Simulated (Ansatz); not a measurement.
Slab: PbSe, a slab with vacuum.

```
Pb Se
1.0
     4.41489    0.00000    0.00000
    -0.01031    4.41488    0.00000
    -2.20229   -2.20744   12.00080
Pb Se
2 2
Direct
  0.80684 0.80730 0.61844
  0.18545 0.19981 0.38238
  0.28733 0.32315 0.62319
  0.68427 0.69990 0.37796
```

Base run:

* Program: Ansatz 0.2.0
* Functional: LDA
* Potentials or basis: all-electron LAPW, scalar-relativistic
* Cutoff: 202 eV (chosen from the basis error)
* Basis error allowed: 0.002 eV/atom
* k mesh: 6 × 6 × 3
* Occupations: fermi-dirac, width 0.05 eV
* Spin: no spin polarisation

Its results: band gap on the k mesh 1.46 eV, direct; largest force 0.574 eV/Å.

Question: The run is repeated on the same cell with these changes: functional from LDA to PBE. What comes out?

Answer: Band gap on the k mesh 1.56 eV, direct; largest force 0.250 eV/Å.

Caveats: spin-orbit coupling is left out, which as a rule narrows the gap of such compounds by several tenths of an eV.

A k mesh can miss the band edges.
